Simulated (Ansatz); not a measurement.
# Cu: the cost of one run

Computed with Ansatz 0.2.0 (DFT PBE, scalar-relativistic, plane waves, PAW, unless a step's input says otherwise).

19 further runs of the same task are left out: 19 set aside as unsound or not needed.

## Step 1: Starting point

Symmetry: Fm-3m, No. 225, cubic system. Conventional cell: a = 3.629 Å, b = 3.629 Å, c = 3.629 Å, α = 90.00°, β = 90.00°, γ = 90.00°. Cu (site symmetry m-3m) has 12 Cu at 2.57 Å as nearest neighbours.

Coordinates:

```cif
data_structure
_symmetry_space_group_name_H-M 'Fm-3m'
_symmetry_Int_Tables_number 225
_cell_length_a 3.6286
_cell_length_b 3.6286
_cell_length_c 3.6286
_cell_angle_alpha 90.000
_cell_angle_beta 90.000
_cell_angle_gamma 90.000
_cell_volume 47.78
loop_
_atom_site_label
_atom_site_type_symbol
_atom_site_symmetry_multiplicity
_atom_site_Wyckoff_symbol
_atom_site_fract_x
_atom_site_fract_y
_atom_site_fract_z
_atom_site_occupancy
Cu1 Cu 4 a 0.00000 0.00000 0.00000 1
```

This cell was relaxed beforehand with the same method: volume 11.94 Å³/atom, gap on the mesh none (metal).

## Step 2: Plan of the line

The energy is mapped over volume and the cell's shape.

The axes are (1) volume per atom: 7 values from 10.03 to 13.86 Å³; (2) c/a of the conventional cell: 9 values from 0.629 to 1.167.

Nothing else is relaxed (symmetry fixes all fractional coordinates). Energies count from the relaxed crystal. Points are written as (first, second).

## Step 3: The run at (10.03 Å³, 0.629)

The input, input.yaml:

```yaml
crystal:
  lattice:
    - [0.0, 1.9977326499, 1.2569733833]
    - [1.9977326499, 0.0, 1.2569733833]
    - [1.9977326499, 1.9977326499, 0.0]
  atoms:
    - { symbol: Cu, position: [0.0, 0.0, 0.0] }
basis:
  ecutwfc: 520.0
kpoints:
  mp_grid: { grid: [24, 24, 24] }
hamiltonian:
  xc: pbe
  pseudopotentials: { kind: paw, azcp: { folder: soft_1 } }
scf:
  occupations: { method: gaussian, width: 0.15 }
output:
  forces: true
  stress: true
  eigenvalues: true
```

On the command line:

```bash
> ansatz run input.yaml --threads 1 --pin off --max-ram 2048MiB --backend cpu --events-out ev --progress --plain --runs-dir out
```

Q: Estimate wall time and peak memory on 1 thread of Arm Neoverse N1, shared host.

About 23 s, with a peak of 0.46 GiB.
